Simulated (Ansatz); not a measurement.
# Li(110) slab, 3 layers: from the cell to its phonons, part 2 of 3

Aim: the vibrations of Li(110) slab, 3 layers, their spectra, and whether the structure is stable.

Ansatz 0.2.0; DFT PBE, scalar-relativistic, plane waves, PAW; PAW set soft_1.

So far. Step 2 (Relaxation): The program solves this slab on a cell height of its own, 33.7 Å, in place of the one typed.

## 3. Relaxing to small forces for the phonons

Phonons need a cell at rest on their own settings, so the relaxation is repeated with tight tolerances on forces and stress, using the mesh and the filling of the phonon run that follows.

File input.yaml:

```yaml
crystal:
  lattice:
    - [1.6329939028, 2.5625197283, 0.0]
    - [-1.6329939028, 2.5625197283, 0.0]
    - [0.0, 0.0, 33.6711858045]
  atoms:
    - { symbol: Li, position: [0.0, 0.0, 0.1961396558] }
    - { symbol: Li, position: [0.5, 0.5, 0.266334695] }
    - { symbol: Li, position: [0.0, 0.0, 0.3365297341] }
  periodic: [true, true, false]
kpoints:
  mp_grid: { grid: [16, 16, 1] }
hamiltonian:
  xc: pbe
  pseudopotentials: { kind: paw, azcp: { folder: soft_1 } }
scf:
  occupations: { method: methfessel_paxton, width: 0.2 }
output:
  forces: true
  stress: true
  eigenvalues: true
  write_density: true
  write_potential: true
  elf: true
  volumetric_format: npy
relax:
  adjacent_minimum: "off"
  f_tol: 0.001
  max_steps: 60
  cell: { stress_2d_tol: 0.002 }
```

Run with:

```console
$ ansatz run input.yaml --threads 4 --pin off --max-ram 16384MiB --backend cpu --events-out ev --progress --plain --runs-dir out
```

Numbers of over 12 decimals in the logs are rounded to 6 here.

Log:

```text
[...]
Crystal: 3 atoms, lattice volume = 281.799 Å³
Basis set: ecut = 420 eV, 5445 PW (Γ), exchange–correlation on 48×48×480 points (8 copies of the dense FFT grid, shifted against one another)
Bands: 9, of which v1, the nominal top of the filled ones, is band 5 counted from 1 (4 counted from 0)
Symmetry: 8 space group operations
[...]
k-points: 73 of 256
[...]
--- Band table (eV; the first three rows and the last of 73) ---
[...]
--- Relaxed structure (6 steps of the walk, 6 accepted, 1 SCFs on fresh bases) ---
[...]
cell:  # Å, volume = 281.4909 Å³
    - [1.634306, 2.557659, 0.0]
    - [-1.634306, 2.557659, 0.0]
    - [0.0, 0.0, 33.6711858045]
  atoms:
    - { symbol: Li, position: [0, 0, 0.196107] }
    - { symbol: Li, position: [0.500000, 0.500000, 0.266335] }
    - { symbol: Li, position: [0, 0, 0.336563] }
[key lines of the parts left out:]
SCF converged after 6 iterations
Free energy (F): -613.548503 eV
Fermi energy:    -3.339996 eV
P = ½ c Tr σ = 0.0001 N/m
```

Wall time 25 s (4 threads of Arm Neoverse V1, shared host); peak memory 0.63 GiB; 94 s of CPU time.

Step by step:

| step | energy less that of the first step (eV) | largest force component (eV/Å) | volume (Å³) |
| --- | --- | --- | --- |
| 1 | 0.0000 | 0.0015 | 281.80 |
| 2 | 0.0000 | 0.0001 | 281.67 |
| 3 | 0.0000 | 0.0005 | 281.50 |
| 4 | 0.0000 | 0.0002 | 281.44 |
| 5 | 0.0000 | 0.0001 | 281.46 |
| 6 | 0.0000 | 0.0000 | 281.49 |
| 7* | 0.0000 | 0.0000 | 281.49 |

Relaxation steps marked * repeat the geometry before them on a plane-wave basis chosen anew for their cell, so energy and pressure can jump there.

The run keeps the 8 symmetry operations that it works with, so distortions that break them were not tested.

| cell as run | before | after | change |
| --- | --- | --- | --- |
| a (Å) | 3.039 | 3.035 | -0.1 % |
| b (Å) | 3.039 | 3.035 | -0.1 % |
| γ (°) | 65.02 | 65.16 | +0.2 % |

The relaxed structure:

```
Li
1.0
     1.63431    2.55766    0.00000
    -1.63431    2.55766    0.00000
     0.00000    0.00000   33.67119
Li
3
Direct
  0.00000 0.00000 0.19611
  0.50000 0.50000 0.26633
  0.00000 0.00000 0.33656
```

This step gave:

- area per atom: 2.787 Å²

Valence density in the ac plane at fractional y = 0.000, with atoms of Li within 0.2 Å of it. It is the smooth field of the valence electrons, not physical close to the nuclei.

Ten steps, logarithmic in the rise over the least value, from '_' (0.0 e/Å³) to '@' (3.8 e/Å³), each cell a mean:
```
________________________________
________________________________
________________________________
________________________________
________________________________
________________________________
________________________________
________________________________
________________________________
________________________________
________________________________
________________________________
________________________________
________________________________
________________________________
@@@@##--..................--##@@
****==::::..::::::::::..::::==**
................................
++==--::......::::::......::--==
@@@@##--..................--##@@
________________________________
________________________________
________________________________
________________________________
```
Columns run along a (3.0 Å), rows up along c (33.7 Å). Atoms in or near the plane, at fractional coordinates: Li at (0.00, 0.20), Li at (0.00, 0.34).

Electrostatic potential energy in the ac plane at fractional y = 0.000, with atoms of Li within 0.2 Å of it. With pseudopotentials it is smooth inside the atoms' cores, unlike the true potential.

Ten even steps from '0' (-12 eV) to '9' (0 eV), each cell a mean:
```
9999999999999999
9999999999999999
9999999999999999
9999999999999999
9999999999999999
9999999999999999
9999999999999999
9999999999999999
9999999999999999
9999999999999999
9999999999999999
9999999999999999
9999999999999999
9999999999999999
8999999999999999
0011467888764110
3345788999887543
8888888888888888
4456788999887654
0001467888764100
8889999999999988
9999999999999999
9999999999999999
9999999999999999
```
Columns run along a (3.0 Å; values clipped at the 3rd and 97th percentile), rows up along c (33.7 Å). Atoms in or near the plane, at fractional coordinates: Li at (0.00, 0.20), Li at (0.00, 0.34).

ELF in the ac plane at fractional y = 0.000, with atoms of Li within 0.2 Å of it. It is the smooth field of the valence electrons, not physical close to the nuclei.

Ten even steps from '0' (0.00 × 1e-1) to '9' (7.11 × 1e-1), each cell a mean:
```
0000000000000000
0000000000000000
0000000000000000
0000000000000000
0000000000000000
0000000000000000
0000000000000000
0000000000000000
0000000000000000
0000000000000000
0000000000000000
0000000000000000
0000000000000000
0000000000000000
2222344555443222
7641126999621146
4433468999864334
7777777777777777
4434568999865434
8751025999520157
1222345555543222
0000000000000000
0000000000000000
0000000000000000
```
Columns run along a (3.0 Å), rows up along c (33.7 Å). Atoms in or near the plane, at fractional coordinates: Li at (0.00, 0.20), Li at (0.00, 0.34).

The largest force component left is 0.0026 meV/Å, within the tolerances set.

## 4. Zone-centre response

The zone centre comes first: it holds the modes that light can see, as far as symmetry allows. No field response is asked, since the mesh shows no gap.

input.yaml, the sections that differ from step 3:

```yaml
crystal:
  lattice:
    - [1.6343058381, 2.5576591677, 0.0]
    - [-1.6343058381, 2.5576591677, 0.0]
    - [0.0, 0.0, 33.6711858045]
  atoms:
    - { symbol: Li, position: [0.0, 0.0, 0.196106582] }
    - { symbol: Li, position: [0.5, 0.5, 0.266334695] }
    - { symbol: Li, position: [0.0, 0.0, 0.336562808] }
  periodic: [true, true, false]
output:
  eigenvalues: true
phonons:
  method: dfpt
# kpoints, hamiltonian, scf: as in step 3
# relax: removed
```

Log:

```text
Warning: crystal.symmetry: narrowed to the stabiliser of the run's FFT grids — unitary ops 8 → 4. A phonons.method: dfpt run fills in the rows of the dynamical matrix that it does not solve by its symmetry operations, which is exact only for operations that map its FFT grids onto themselves: filled in by any other, the frequencies could depend on the order in which like atoms are typed, or, by more than the grids' own error, on where the crystal sits among the grids' points. Excluded: 4 operations. The run can therefore solve more perturbations, solve them on more k-points, or both, and cost more. [rest of the remark cut]
[...]
Crystal: 3 atoms, lattice volume = 281.491 Å³
Basis set: ecut = 420 eV, 5449 PW (Γ), exchange–correlation on 48×48×480 points (8 copies of the dense FFT grid, shifted against one another)
Bands: 9, of which v1, the nominal top of the filled ones, is band 5 counted from 1 (4 counted from 0)
Symmetry: 8 space group operations
k-points: 73 of 256 (irreducible under 4 space group operations)
[...]
SCF iter   1: F=—  HF=-614.294418 eV  |F-HF|=—  |Δ(HF+E_count)|=         —  Δρ=8.88e-3  dr2=4.13e0  ethr=3.10e-3  ⟨swp⟩=10.8  Hψ=7764  notcnv=0
[...]
SCF iter   2: F=—  HF=-614.314923 eV  |F-HF|=—  |Δ(HF+E_count)|=   2.05e-2  S|Δr|=    0.00e0  Δρ=1.13e-2  dr2=7.05e0  ethr=3.10e-3  ⟨swp⟩=6.2  Hψ=8342  notcnv=0
automatic band count: the SCF goes on with 13 bands, as 9 were too few: they end inside the smearing window of the response
SCF iter   3: F=—  HF=-613.577659 eV  |F-HF|=—  |Δ(HF+E_count)|=   7.37e-1  S|Δr|=    0.00e0  Δρ=3.11e-3  dr2=3.20e-1  ethr=3.10e-3  ⟨swp⟩=2.8  Hψ=2154  notcnv=0  defer=172
[...]
SCF iter  12: F=-613.548503 eV  HF=-613.548503 eV  |F-HF|=1.32e-11  |Δ(HF+E_count)|=  4.64e-11  S|Δr|=    0.00e0  Δρ=6.85e-9  dr2=2.30e-13  ethr=1.00e-12  ⟨swp⟩=18.2  Hψ=8904  notcnv=0
the search or the solves at the SCF's close seem to have found levels that the self-consistency loop had missed (the run counts 1). By its estimate they hold under 1e-12 electrons; where the run keeps them, the occupations were computed again with them
SCF 1 converged in 12 iterations: F = -613.548503 eV  dr2 = 2.30e-13
[...]
DFPT response loops at Γ: preconditioner auto → none (partly filled bands, converged f_vac=0.690); β = 0.50; Broyden in place of MSR1
SCF converged after 12 iterations
[...]
Free energy (F): -613.548503 eV
[...]
Internal energy: -613.548519 eV  (E = F + TS)
E sigma→0 (E₀):  -613.548507 eV
Entropy (-TS):   0.000017 eV (0.006 meV/atom)
Fermi energy:    -3.339997 eV
[...]
--- Band table (eV; the first three rows and the last of 73) ---
  k-point 0: bands = [... 1 lower, -50.2633, -49.8178, -6.6472, -5.6154, -3.9860, -2.9990, -0.4404 (-0.4487°), -0.1957 (-0.2245°), ... 4 higher]
  k-point 1: bands = [... 1 lower, -50.2629, -49.8174, -6.5899, -5.5572, -3.9220, -2.9226, -0.3725 (-0.3803°), -0.1196 (-0.1482°), ... 4 higher]
  k-point 2: bands = [... 1 lower, -50.2619, -49.8164, -6.4178, -5.3832, -3.7320, -2.6935, -0.1720 (-0.1787°), 0.1086 (0.0806°), ... 4 higher]
  k-point 72: bands = [... 1 lower, -50.2504, -49.8048, -3.2560, -2.0567, -0.5347, 0.0404, 0.2102, 1.5580, ... 4 higher]
  ° read free of the cell's end (the report's vacuum.weakly_bound_levels)
--- Phonons (Γ-DFPT): 9 representative perturbations + reference, on 73 of 256 k-points (Σ response iterations 30) ---
  ASR residual: 1.639e-6 → 0.000e0 eV/Å²; symmetrization residual: 1.858e-7 eV/Å²
  The last average, over the group as it would stand without the narrowing to the FFT grids, took up to 1.850e-7 eV/Å² of the zone centre's force constants
  ASR residual per site (eV/Å²): 1.59e-6 1.64e-6 1.50e-6
  Γ frequencies (cm⁻¹): -59.99 -34.84 0.00 0.00 0.00 106.52 175.51 181.80 301.74
  non-analytic LO–TO correction: not included (Born effective charges unavailable; polar crystals: no LO–TO splitting at Γ)
```

Wall time 38 s (4 threads); peak memory 1 GiB.

Reading the cycles: dr2 is the Hartree energy of the density residual (eV), the measure of convergence; HF is the Harris–Foulkes estimate of the energy, which meets the free energy F at convergence.

This step gave:

```yaml
sum_rule_residual_before_enforcement: 1.64e-6 eV/Å²
point_group: mmm
highest_optical_mode_at_the_zone_centre_no_lo_to_term: 301.7 cm⁻¹
lowest_optical_zone_centre_mode: -59.99 cm⁻¹
```

Patterns of degenerate modes are one choice out of their space. Modes at Γ (negative means imaginary):

| mode | frequency (cm⁻¹) | symmetry |
| --- | --- | --- |
| 1 | -60.0 | B2u |
| 2 | -34.8 | B3g |
| 3 | 0.0 | acoustic |
| 4 | 0.0 | acoustic |
| 5 | 0.0 | acoustic |
| 6 | 106.5 | B2g |
| 7 | 175.5 | Ag |
| 8 | 181.8 | B3u |
| 9 | 301.7 | B1u |

Displacements in mode 1 (-60.0 cm⁻¹), the largest set to 1:
```
Li1  0.00 -0.50  0.00
Li2  0.00  1.00  0.00
Li3  0.00 -0.50  0.00
```

Displacements in mode 2 (-34.8 cm⁻¹), the largest set to 1:
```
Li1  0.00  1.00  0.00
Li2  0.00  0.00  0.00
Li3  0.00 -1.00  0.00
```

Before it was imposed, the acoustic sum rule was missed by 1.6e-6 eV/Å². Small misses are needed for a sound result but don't prove that mesh and cutoff are converged. The lowest optical mode is imaginary, 60.0i cm⁻¹, so the energy falls along it.

(Continued in part 3 of 3.)

[Logs are printed without paths, hosts, clocks, repeated set-up lines and the standing remarks that a program may print on its own settings, such as how far it seeks lower states.]

[Hosts, paths, dates, database ids (printed as entryN), source tags and the programs' standing remarks are cut or masked in the printed files.]
